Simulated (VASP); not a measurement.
# TiTe2 in VASP: a series of runs

Runs on TiTe2. Level: PBEsol. Tasks: work function.

Everything below comes from runs of VASP 6.6.1. Logs are shortened: lines on timing, memory, paths and dates and some standing lists are left out, and cuts for length are marked.

## 1. Starting point

The cell holds a slab with vacuum, 6 atoms: a = 3.777 Å, b = 3.777 Å, c = 25.913 Å, α = 90.00°, β = 90.00°, γ = 120.00°.

## 2. Work function, PBEsol

INCAR

```
SYSTEM = TiTe2
PREC = Accurate
ENCUT = 520
EDIFF = 1E-6
ISMEAR = 1
SIGMA = 0.1
LREAL = .FALSE.
LASPH = .TRUE.
NELM = 100
ALGO = Fast
ISIF = 2
LWAVE = .FALSE.
LCHARG = .TRUE.
LDIPOL = .TRUE.
IDIPOL = 3
DIPOL = 0.5 0.5 0.500
GGA = PS
LVHAR = .TRUE.
LVACPOTAV = .TRUE.
KPAR = 8
```

KPOINTS

```
Automatic mesh
0
G
  10 10 1
  0 0 0
```

POSCAR

```
TiTe2
1.0
    3.7770000000      0.0000000000      0.0000000000
   -1.8885000000      3.2709779500      0.0000000000
    0.0000000000      0.0000000000     25.9133488000
Te Ti
4 2
Direct
    0.3333333333      0.6666666667      0.3087211947
    0.6666666667      0.3333333333      0.4405200149
    0.3333333333      0.6666666667      0.5594799851
    0.6666666667      0.3333333333      0.6912788053
    0.0000000000      0.0000000000      0.3746206048
    0.0000000000      0.0000000000      0.6253793952
```

Potentials or basis: VASP PAW PBE potentials, release 64 (Te, Ti_sv).

The run is started by

```sh
> cat potpaw_PBE.64/Te/POTCAR potpaw_PBE.64/Ti_sv/POTCAR > POTCAR
> mpirun -np 8 vasp_std > vasp.out
```

OUTCAR:

```text
SYSTEM = TiTe2
   PREC = Accurate
   ENCUT = 520
   EDIFF = 1E-6
   ISMEAR = 1
   LREAL = .FALSE.
   LASPH = .TRUE.
   NELM = 100
   ISIF = 2
   GGA = PS

 ion  position               nearest neighbor table
   1  0.333  0.667  0.309-   5 2.77   5 2.77   5 2.77
   2  0.667  0.333  0.441-   5 2.77   5 2.77   5 2.77
   3  0.333  0.667  0.559-   6 2.77   6 2.77   6 2.77
   4  0.667  0.333  0.691-   6 2.77   6 2.77   6 2.77
   5  0.000  0.000  0.375-   1 2.77   2 2.77   1 2.77   2 2.77   2 2.77   1 2.77
   6  0.000  0.000  0.625-   3 2.77   4 2.77   3 2.77   4 2.77   4 2.77   3 2.77

  LATTYP: Found a hexagonal cell.
 ALAT       =     3.7770000000
 C/A-ratio  =     6.8608283823

  Lattice vectors:

 A1 = (   3.7770000000,   0.0000000000,   0.0000000000)
 A2 = (  -1.8885000000,   3.2709779500,   0.0000000000)
 A3 = (   0.0000000000,   0.0000000000,  25.9133488000)

Analysis of symmetry for initial positions (statically):
=====================================================================
 Subroutine PRICEL returns:
 Original cell was already a primitive cell.

 Routine SETGRP: Setting up the symmetry group for a
 hexagonal supercell.

 Subroutine GETGRP returns: Found 12 space group operations
 (whereof 12 operations were pure point group operations)
 out of a pool of 24 trial point group operations.

The static configuration has the point symmetry D_3d.

Analysis of symmetry for dynamics (positions and initial velocities):
=====================================================================
 Subroutine PRICEL returns:
 Original cell was already a primitive cell.

 Routine SETGRP: Setting up the symmetry group for a
 hexagonal supercell.

 Subroutine GETGRP returns: Found 12 space group operations
 (whereof 12 operations were pure point group operations)
 out of a pool of 24 trial point group operations.

The dynamic configuration has the point symmetry D_3d.

 Subroutine INISYM returns: Found 12 space group operations
 (whereof 12 operations are pure point group operations),
 and found     1 'primitive' translations

----------------------------------------------------------------------------------------

                                     Primitive cell

  volume of cell :     320.1460

[... 91 lines left out ...]
   ISIF   =      2    stress and relaxation
   ISYM   =      2    0-nonsym 1-usesym 2-fastsym
   POTIM  = 0.5000    time-step for ionic-motion
   TEBEG  =    0.0;   TEEND  =   0.0 temperature during run
   PSTRESS=    0.0 pullay stress
   NELECT =      48.0000    total number of electrons
   NUPDOWN=      -1.0000    fix difference up-down
   EMIN   =  10.00;   EMAX   =-10.00  energy-range for DOS
   EFERMI =   0.00;   METHOD = LEGACY
   ISMEAR =     1;   SIGMA  =   0.10  broadening in eV -4-tet -1-fermi 0-gaus
   EFERMI_NEDOS =   21; number of points for ismear=-14 and -15
   IALGO  =     68    algorithm
   IMIX   =      4    mixing-type and parameters
     AMIX     =   0.40;   BMIX     =  1.00
     AMIX_MAG =   1.60;   BMIX_MAG =  1.00
  volume/ion in A,a.u.               =      53.36       360.08
  Fermi-wavevector in a.u.,A,eV,Ry     =   0.869706  1.643506 10.291294  0.756389
  Thomas-Fermi vector in A             =   1.988567
   LORBIT       =      0    0 simple, 1 ext, 2 COOP (PROOUT), +10 PAW based schemes
   GGA     = PS    functional components
   LHFCALC =     F    Hartree Fock is set to
   AEXX    =    0.0000 exact exchange contribution
   IVDW    =     0    specifies the selected vdW correction
   LEPSILON=     F    determine dielectric tensor
   LRPA    =     F    only Hartree local field effects (RPA)
 non-spin polarized calculation
 RMM-DIIS sequential band-by-band and
 Methfessel and Paxton  Order N= 1 SIGMA  =   0.10
  energy-cutoff  :      520.00
  volume of cell :      320.15
 maximum number of plane-waves:      8661
 NGX is ok and might be reduce to    28
   NGX = 13   NGY = 13   NGZ = 97

 dipolmoment           0.000000      0.000000      0.000000 electrons x Angstroem

 number of electron      47.9999985 magnetization

 dipolmoment           0.000000      0.000000     -0.000000 electrons x Angstroem

 Free energy of the ion-electron system (eV)
  ---------------------------------------------------
  ext. energy  EPLUGINS =         0.00000000
  ---------------------------------------------------
  free energy    TOTEN  =       -34.84660476 eV

  energy without entropy =      -34.84423618  energy(sigma->0) =      -34.84581523

 E-fermi :   0.8355     XC(G=0):  -5.4431

 val. band max:        0.8250809167   @ k =   0.5000   0.0000   0.0000
 cond. band min:       0.8554627890   @ k =   0.3000   0.0000   0.0000
 fundamental gap:      0.0303818723
 Fermi energy:         0.8354804804

 k-point     1 :       0.0000    0.0000    0.0000
  band No.  band energies     occupation
      1     -56.4216      2.00000
      2     -56.4216      2.00000
      3     -32.7742      2.00000
      4     -32.7742      2.00000
      5     -32.7742      2.00000
      6     -32.7742      2.00000
[... 423 lines left out ...]
     27       1.8815     -0.00000
     28       2.1255     -0.00000

------------------------ aborting loop because EDIFF is reached ----------------------------------------

  FORCE on cell =-STRESS in cart. coord.  units (eV):
  Direction    XX          YY          ZZ          XY          YZ          ZX
  --------------------------------------------------------------------------------------
  -------------------------------------------------------------------------------------
  Total       -2.7767050     -2.7767050     -0.6980733      0.0000000     -0.0000000      0.0000000
  in kB      -13.8960763    -13.8960763     -3.4935218      0.0000000     -0.0000000      0.0000000
  external PRESSURE =     -10.4285581 kB  Pullay stress =       0.0000000 kB

 VOLUME and BASIS-vectors are now :
 -----------------------------------------------------------------------------
  energy-cutoff  :      520.00
  volume of cell :      320.15
      direct lattice vectors                 reciprocal lattice vectors
     3.777000000  0.000000000  0.000000000     0.264760392  0.152859484  0.000000000
    -1.888500000  3.270977950  0.000000000     0.000000000  0.305718967  0.000000000
     0.000000000  0.000000000 25.913348800     0.000000000  0.000000000  0.038590149

 POSITION                                       TOTAL-FORCE (eV/Angst)
 -----------------------------------------------------------------------------------
     -0.00000      2.18065      8.00000         0.000000      0.000000      0.021630
      1.88850      1.09033     11.41535        -0.000000      0.000000     -0.104309
     -0.00000      2.18065     14.49800         0.000000      0.000000      0.104309
      1.88850      1.09033     17.91335        -0.000000      0.000000     -0.021630
      0.00000      0.00000      9.70767         0.000000      0.000000      0.123086
      0.00000      0.00000     16.20567         0.000000     -0.000000     -0.123086
 -----------------------------------------------------------------------------------
    total drift:                               -0.000000     -0.000000     -0.000000

  FREE ENERGIE OF THE ION-ELECTRON SYSTEM (eV)
  ---------------------------------------------------
  free  energy   TOTEN  =       -34.8466047594 eV

  energy  without entropy=      -34.8442361779  energy(sigma->0) =      -34.84581523

 vacuum level on the upper side and lower side of the slab         5.831         5.831
```

Wall time 74 s (8 MPI ranks of Intel Xeon Platinum 8559C (Emerald Rapids), shared host); peak memory 0.46 GiB.

What came out:

| Item | Value |
| --- | --- |
| Free energy | -34.8466 eV |
| Largest force | 0.123 eV/Å |
| Band gap on the k mesh | none (metal or under the smearing width) |
| Work function of the upper face | 5.00 eV |
| Work function of the lower face | 5.00 eV |

Forces in eV/Å, atoms in the order of the input:
```
Te   0.000  0.000  0.022
Te   0.000  0.000 -0.104
Te   0.000  0.000  0.104
Te   0.000  0.000 -0.022
Ti   0.000  0.000  0.123
Ti   0.000  0.000 -0.123
```

Levels at points of the mesh, in eV from the Fermi level:
```
           k point  band 20  band 21  band 22  band 23  band 24  band 25  band 26  band 27  band 28
(0.00, 0.00, 0.00)    -0.44     0.39     0.39     0.41     0.47     0.94     0.94     1.11     1.11
(0.50, 0.00, 0.00)    -1.91    -1.75    -1.32    -0.89    -0.64    -0.16    -0.01     1.14     1.15
```

Caveat: the PAW data sets were made with another functional, which shifts forces and pressure a little.

## 3. Work function, PBEsol

This run uses another cell than the first one, of 30.71 Å³/atom, 0.576 times its volume.

INCAR is that of step 2.

KPOINTS is that of step 2.

POSCAR

```
TiTe2
1.0
    3.7770000000      0.0000000000      0.0000000000
   -1.8885000000      3.2709779500      0.0000000000
    0.0000000000      0.0000000000     14.9133487996
Te Ti
4 2
Direct
    0.3333333333      0.6666666667      0.1676350519
    0.6666666667      0.3333333333      0.3966479212
    0.3333333333      0.6666666667      0.6033520788
    0.6666666667      0.3333333333      0.8323649481
    0.0000000000      0.0000000000      0.2821414865
    0.0000000000      0.0000000000      0.7178585135
```

Potentials or basis: VASP PAW PBE potentials, release 64 (Te, Ti_sv).

The run is started by

```sh
> cat potpaw_PBE.64/Te/POTCAR potpaw_PBE.64/Ti_sv/POTCAR > POTCAR
> mpirun -np 8 vasp_std > vasp.out
```

OUTCAR:

```text
SYSTEM = TiTe2
   PREC = Accurate
   ENCUT = 520
   EDIFF = 1E-6
   ISMEAR = 1
   LREAL = .FALSE.
   LASPH = .TRUE.
   NELM = 100
   ISIF = 2
   GGA = PS

 ion  position               nearest neighbor table
   1  0.333  0.667  0.168-   5 2.77   5 2.77   5 2.77
   2  0.667  0.333  0.397-   5 2.77   5 2.77   5 2.77
   3  0.333  0.667  0.603-   6 2.77   6 2.77   6 2.77
   4  0.667  0.333  0.832-   6 2.77   6 2.77   6 2.77
   5  0.000  0.000  0.282-   1 2.77   1 2.77   1 2.77   2 2.77   2 2.77   2 2.77
   6  0.000  0.000  0.718-   4 2.77   4 2.77   4 2.77   3 2.77   3 2.77   3 2.77

  LATTYP: Found a hexagonal cell.
 ALAT       =     3.7770000000
 C/A-ratio  =     3.9484640719

  Lattice vectors:

 A1 = (   3.7770000000,   0.0000000000,   0.0000000000)
 A2 = (  -1.8885000000,   3.2709779500,   0.0000000000)
 A3 = (   0.0000000000,   0.0000000000,  14.9133487996)

Analysis of symmetry for initial positions (statically):
=====================================================================
 Subroutine PRICEL returns:
 Original cell was already a primitive cell.

 Routine SETGRP: Setting up the symmetry group for a
 hexagonal supercell.

 Subroutine GETGRP returns: Found 12 space group operations
 (whereof 12 operations were pure point group operations)
 out of a pool of 24 trial point group operations.

The static configuration has the point symmetry D_3d.

Analysis of symmetry for dynamics (positions and initial velocities):
=====================================================================
 Subroutine PRICEL returns:
 Original cell was already a primitive cell.

 Routine SETGRP: Setting up the symmetry group for a
 hexagonal supercell.

 Subroutine GETGRP returns: Found 12 space group operations
 (whereof 12 operations were pure point group operations)
 out of a pool of 24 trial point group operations.

The dynamic configuration has the point symmetry D_3d.

 Subroutine INISYM returns: Found 12 space group operations
 (whereof 12 operations are pure point group operations),
 and found     1 'primitive' translations

----------------------------------------------------------------------------------------

                                     Primitive cell

  volume of cell :     184.2467

  direct lattice vectors                    reciprocal lattice vectors
     3.777000000  0.000000000  0.000000000     0.264760392  0.152859484  0.000000000
    -1.888500000  3.270977950  0.000000000     0.000000000  0.305718967  0.000000000
     0.000000000  0.000000000 14.913348800     0.000000000  0.000000000  0.067054021

  length of vectors
     3.777000000  3.777000000 14.913348800     0.305718967  0.305718967  0.067054021

  position of ions in fractional coordinates (direct lattice)
     0.333333333  0.666666667  0.167635052
     0.666666667  0.333333333  0.396647921
     0.333333333  0.666666667  0.603352079
     0.666666667  0.333333333  0.832364948
     0.000000000  0.000000000  0.282141487
     0.000000000  0.000000000  0.717858513

  ion indices of the primitive-cell ions
[... 42 lines left out ...]
  0.100000  0.100000  0.000000      6.000000
  0.200000  0.100000  0.000000     12.000000
  0.300000  0.100000  0.000000     12.000000
  0.400000  0.100000  0.000000     12.000000
  0.200000  0.200000  0.000000      6.000000
  0.300000  0.200000  0.000000     12.000000
  0.400000  0.200000  0.000000      6.000000
  0.300000  0.300000  0.000000      6.000000
   k-points           NKPTS =     14   k-points in BZ     NKDIM =     14   number of bands    NBANDS=     28
   number of dos      NEDOS =    301   number of ions     NIONS =      6
   total plane-waves  NPLWV =  87808
   dimension x,y,z NGX =    28 NGY =   28 NGZ =  112
   dimension x,y,z NGXF=    56 NGYF=   56 NGZF=  224
   ions per type =               4   2
   NGX,Y,Z   is equivalent  to a cutoff of  12.32, 12.32, 12.49 a.u.
   NGXF,Y,Z  is equivalent  to a cutoff of  24.65, 24.65, 24.97 a.u.
 SYSTEM =  TiTe2
   PREC   = accura    normal or accurate (medium, high low for compatibility)
   ISTART =      0    job   : 0-new  1-cont  2-samecut
   ICHARG =      2    charge: 1-file 2-atom 10-const
   ISPIN  =      1    spin polarized calculation?
   LNONCOLLINEAR =      F non collinear calculations
   LSORBIT =      F    spin-orbit coupling
   LASPH  =      T    aspherical Exc in radial PAW
   ENCUT  =  520.0 eV  38.22 Ry    6.18 a.u.   7.02  7.02 27.73*2*pi/ulx,y,z
   NELM   =    100;   NELMIN=  2; NELMDL= -5     # of ELM steps
   EDIFF  = 0.1E-05   stopping-criterion for ELM
   LREAL  =      F    real-space projection
   EDIFFG = 0.1E-04   stopping-criterion for IOM
   NSW    =      0    number of steps for IOM
   IBRION =     -1    ionic relax: 0-MD 1-quasi-New 2-CG
   NFREE  =      0    steps in history (QN), initial steepest desc. (CG)
   ISIF   =      2    stress and relaxation
   ISYM   =      2    0-nonsym 1-usesym 2-fastsym
   POTIM  = 0.5000    time-step for ionic-motion
   TEBEG  =    0.0;   TEEND  =   0.0 temperature during run
   PSTRESS=    0.0 pullay stress
   NELECT =      48.0000    total number of electrons
   NUPDOWN=      -1.0000    fix difference up-down
   EMIN   =  10.00;   EMAX   =-10.00  energy-range for DOS
   EFERMI =   0.00;   METHOD = LEGACY
   ISMEAR =     1;   SIGMA  =   0.10  broadening in eV -4-tet -1-fermi 0-gaus
   EFERMI_NEDOS =   21; number of points for ismear=-14 and -15
   IALGO  =     68    algorithm
   IMIX   =      4    mixing-type and parameters
     AMIX     =   0.40;   BMIX     =  1.00
     AMIX_MAG =   1.60;   BMIX_MAG =  1.00
  volume/ion in A,a.u.               =      30.71       207.23
  Fermi-wavevector in a.u.,A,eV,Ry     =   1.045575  1.975851 14.874266  1.093228
  Thomas-Fermi vector in A             =   2.180377
   LORBIT       =      0    0 simple, 1 ext, 2 COOP (PROOUT), +10 PAW based schemes
   GGA     = PS    functional components
   LHFCALC =     F    Hartree Fock is set to
   AEXX    =    0.0000 exact exchange contribution
   IVDW    =     0    specifies the selected vdW correction
   LEPSILON=     F    determine dielectric tensor
   LRPA    =     F    only Hartree local field effects (RPA)
 non-spin polarized calculation
 RMM-DIIS sequential band-by-band and
 Methfessel and Paxton  Order N= 1 SIGMA  =   0.10
  energy-cutoff  :      520.00
  volume of cell :      184.25
 maximum number of plane-waves:      4983
 NGX is ok and might be reduce to    28
   NGX = 13   NGY = 13   NGZ = 55

 dipolmoment           0.000000      0.000000      0.000000 electrons x Angstroem

 number of electron      47.9999988 magnetization

 dipolmoment           0.000000      0.000000     -0.000000 electrons x Angstroem

 Free energy of the ion-electron system (eV)
  ---------------------------------------------------
  ext. energy  EPLUGINS =         0.00000000
  ---------------------------------------------------
  free energy    TOTEN  =       -34.84188578 eV

  energy without entropy =      -34.84086639  energy(sigma->0) =      -34.84154598

 E-fermi :   5.1367     XC(G=0):  -9.0804

 val. band max:        5.1286266686   @ k =   0.5000  -0.0000   0.0000
 cond. band min:       5.1567667585   @ k =   0.1000   0.0000   0.0000
 fundamental gap:      0.0281400899
 Fermi energy:         5.1367193985

 k-point     1 :       0.0000    0.0000    0.0000
  band No.  band energies     occupation
      1     -52.1261      2.00000
      2     -52.1261      2.00000
      3     -28.4771      2.00000
      4     -28.4771      2.00000
      5     -28.4771      2.00000
      6     -28.4771      2.00000
[... 423 lines left out ...]
     27       6.1661     -0.00000
     28       6.4298     -0.00000

------------------------ aborting loop because EDIFF is reached ----------------------------------------

  FORCE on cell =-STRESS in cart. coord.  units (eV):
  Direction    XX          YY          ZZ          XY          YZ          ZX
  --------------------------------------------------------------------------------------
  -------------------------------------------------------------------------------------
  Total       -2.7566152     -2.7566152     -0.7424635      0.0000000     -0.0000000      0.0000000
  in kB      -23.9710440    -23.9710440     -6.4563329      0.0000000     -0.0000000      0.0000000
  external PRESSURE =     -18.1328070 kB  Pullay stress =       0.0000000 kB

 VOLUME and BASIS-vectors are now :
 -----------------------------------------------------------------------------
  energy-cutoff  :      520.00
  volume of cell :      184.25
      direct lattice vectors                 reciprocal lattice vectors
     3.777000000  0.000000000  0.000000000     0.264760392  0.152859484  0.000000000
    -1.888500000  3.270977950  0.000000000     0.000000000  0.305718967  0.000000000
     0.000000000  0.000000000 14.913348800     0.000000000  0.000000000  0.067054021

 POSITION                                       TOTAL-FORCE (eV/Angst)
 -----------------------------------------------------------------------------------
     -0.00000      2.18065      2.50000         0.000000     -0.000000      0.002464
      1.88850      1.09033      5.91535        -0.000000      0.000000     -0.113200
     -0.00000      2.18065      8.99800         0.000000     -0.000000      0.113200
      1.88850      1.09033     12.41335        -0.000000      0.000000     -0.002464
      0.00000      0.00000      4.20767        -0.000000      0.000000      0.144757
      0.00000      0.00000     10.70567         0.000000      0.000000     -0.144757
 -----------------------------------------------------------------------------------
    total drift:                               -0.000000     -0.000000     -0.000000

  FREE ENERGIE OF THE ION-ELECTRON SYSTEM (eV)
  ---------------------------------------------------
  free  energy   TOTEN  =       -34.8418857780 eV

  energy  without entropy=      -34.8408663887  energy(sigma->0) =      -34.84154598
```

Wall time 41 s (8 MPI ranks of Intel Xeon Platinum 8559C (Emerald Rapids), shared host); peak memory 0.37 GiB.

What came out:

* Free energy: -34.8419 eV
* Largest force: 0.145 eV/Å
* Band gap on the k mesh: none (metal or under the smearing width)

Forces in eV/Å, atoms in the order of the input:
```
Te   0.000  0.000  0.002
Te   0.000  0.000 -0.113
Te   0.000  0.000  0.113
Te   0.000  0.000 -0.002
Ti   0.000  0.000  0.145
Ti   0.000  0.000 -0.145
```

Caveat: the PAW data sets were made with another functional, which shifts forces and pressure a little. The run has no spin-orbit coupling, so splittings on Te are missing.
